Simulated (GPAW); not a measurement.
**EuS in GPAW: convergence with convergence criteria**

Crystal: EuS.

```
Eu S
1.0
     0.00000    2.97850    2.97850
     2.97850    0.00000    2.97850
     2.97850    2.97850    0.00000
Eu S
1 1
Direct
  0.00000 0.00000 0.00000
  0.50000 0.50000 0.50000
```

- Program: GPAW 26.7.0
- Task: convergence study
- Functional: LDA
- Potentials or basis: the program's PAW data sets (release 1.2.1) made for this functional
- Cutoff: 800 eV
- Basis: pw
- k mesh: 6 × 6 × 6
- Occupations: fermi-dirac, width 0.05 eV
- Spin: collinear spin, ferromagnetic start
- Starting moments: [7.0, 0.0] μB

These are the settings of the first run; the series varies convergence criteria, with any setting tied to it.

Hardware: 1 thread of Arm Neoverse V1 (shared host).

```
                        convergence criteria  energy less the tightest run, at zero smearing (meV/atom)  SCF cycles  CPU time (s)  peak memory (GiB)
density=0.001 energy=0.01 eigenstates=0.0001                                                       0.00          10            49               0.23
                                     default                                                       0.00          13            63               0.23
                  density=1e-05 energy=1e-05                                                       0.00          14            65               0.24
                 density=1e-05 forces=0.0001                                                       0.00          15            69               0.23
density=1e-06 energy=1e-06 eigenstates=1e-10                                                       0.00          15            73               0.23
```

Against the tightest run, the energy stays within 1 meV/atom from density=0.001 energy=0.01 eigenstates=0.0001 on. The tightest run that finished is the yardstick and may itself not be fully converged.

Caveat, for the tightest run too: one-centre terms of the f shell are cut off; a cell with one magnetic atom can't hold antiferromagnetic order, which such compounds often take. The state reached can hang on the start; a lower one may exist.
